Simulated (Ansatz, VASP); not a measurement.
Mo: programs and potentials compared

The starting cell:

```
Mo
1.0
    -1.58381    1.58381    1.58381
     1.58381   -1.58381    1.58381
     1.58381    1.58381   -1.58381
Mo
1
Direct
  0.00000 0.00000 0.00000
```

Alike in all runs: task relaxation of cell and atoms; functional revPBE; dispersion D4; k mesh 12 × 12 × 12; occupations fermi-dirac, width 0.05 eV; no spin polarisation; no spin-orbit coupling.

```json
{"program and potentials": "Ansatz, Ansatz PAW", "plane-wave cutoff (eV)": "420", "notes": "potentials made for PBE, which Ansatz adapts in part", "equilibrium volume (Å³/atom)": "15.36"}
{"program and potentials": "VASP, PBE PAW files Mo_sv, 600 eV", "plane-wave cutoff (eV)": "600", "notes": "potentials made for PBE", "equilibrium volume (Å³/atom)": "15.39"}
{"program and potentials": "Ansatz, all-electron LAPW, scalar-relativistic", "plane-wave cutoff (eV)": "-", "notes": "-", "equilibrium volume (Å³/atom)": "15.36"}
```

The equilibrium volume spans 15.36 (Ansatz, all-electron LAPW, scalar-relativistic) to 15.39 Å³/atom (VASP, PBE PAW files Mo_sv, 600 eV), with all-electron results at 15.36. Some sets were made for another functional than the one run, which can shift their rows. Relaxations stop with a little pressure left, so the last digit of a volume isn't settled.

The functional is the same throughout but for its coding, so the spread measures potentials, basis and numerics; runs on potential files found faulty are left out.

Both sets of potentials reproduce the all-electron volume of bcc Mo closely: the Ansatz PAW result coincides with it at 15.36 Å³/atom, and the VASP value of 15.39 Å³/atom is only marginally larger. So small a difference doesn't support a ranking of the two sets. Molybdenum is a forgiving case for this property. Its roughly half-filled 4d band occupies mainly bonding states, which gives strong cohesion and a high bulk modulus, so a small error in the pressure from a potential barely moves the equilibrium volume.

All three volumes lie somewhat below experiment, although revPBE by itself tends to expand metals. Since the all-electron run shows the same contraction, the potentials are unlikely to be its source. The dispersion term probably overbinds, because atom-based pair contributions describe the screening by conduction electrons only incompletely. The close agreement therefore supports the numerical consistency of the runs, not the accuracy of revPBE with D4 for this metal, and it doesn't establish equal quality for elastic constants or phonons.
